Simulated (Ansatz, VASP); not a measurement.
**Te2Mo in VASP and in Ansatz**

```xyz
6
Lattice="3.4965 0.0000 0.0000 -1.7482 3.0280 0.0000 0.0000 0.0000 13.7032" Properties=species:S:1:pos:R:3 pbc="T T T"
Te    0.0000    2.0187    8.4599
Te    1.7482    1.0093    1.6083
Te    0.0000    2.0187   12.0949
Te    1.7482    1.0093    5.2433
Mo    0.0000    2.0187    3.4258
Mo    1.7482    1.0093   10.2774
```

Alike in both runs: functional PBE; dispersion D3(BJ); k mesh 9 × 9 × 2; occupations gaussian, width 0.02 eV; no spin polarisation.

Ansatz relaxed the structure, and its values are those at the end. VASP's run is a single point on that final structure, the one shown.

|  | VASP | Ansatz |
| --- | --- | --- |
| version | VASP 6.6.1 | Ansatz 0.2.0 |
| potentials or method | VASP PAW PBE potentials, release 64 (Te, Mo_sv) | scalar-relativistic, plane waves, PAW |
| plane-wave cutoff (eV) | 520 | 420 |
| valence electrons in the cell | 52 | 92 |

VASP gave:

* gap on the k mesh at the Fermi level (eV): 0.67
* least direct gap on the mesh (eV): 1.04
* pressure (GPa): 0.0
* rms of the force components (eV/Å): 0.005

Task: Which values does Ansatz return?

Result: gap on the k mesh at the Fermi level (eV): 0.68; least direct gap on the mesh (eV): 1.03; pressure (GPa): 0.0; rms of the force components (eV/Å): 0.002.

The two sets of potentials don't hold the same shells in valence. Ansatz warned: «relaxed_geometry_near_dispersion_switch».

Caveats: spin-orbit coupling is left out, which moves the levels of the heavy elements; an odd mesh through Γ misses points on the zone boundary, where band edges often lie. A hybrid or GW would open this gap; PBE tends to underestimate it.
